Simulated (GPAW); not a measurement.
## Ge in GPAW: the effect of functional

The system is Ge.

```
Ge
1.0
     0.00000    2.82891    2.82891
     2.82891    0.00000    2.82891
     2.82891    2.82891    0.00000
Ge
2
Direct
  0.75000 0.75000 0.75000
  0.50000 0.50000 0.50000
```

Alike in all runs:

* Program: GPAW 26.7.0
* Task: dielectric tensor
* Cutoff: 450 eV
* Basis: pw
* k mesh: 7 × 7 × 7
* Occupations: fermi-dirac, width 0.001 eV
* Spin: no spin polarisation

Task: One run gave: dielectric constant 45.33 mean. Which functional did it use?
A. RPBE
B. PBE
C. GLLB-SC

Result: C.

```csv
functional,potentials or basis,dielectric constant (mean)
GLLB-SC,the program's PAW data sets (release 1.2.1) made for this functional,45.33
PBE,GPAW PAW data sets (gpaw-data 1.2.1),191.83
RPBE,the program's PAW data sets (release 1.2.1) made for this functional,34.15
```

Caveats: the long-wavelength limit can be off by a per cent or two; a model potential gives levels but no total energy (some runs); response on these states lacks terms of the Hamiltonian (some runs).
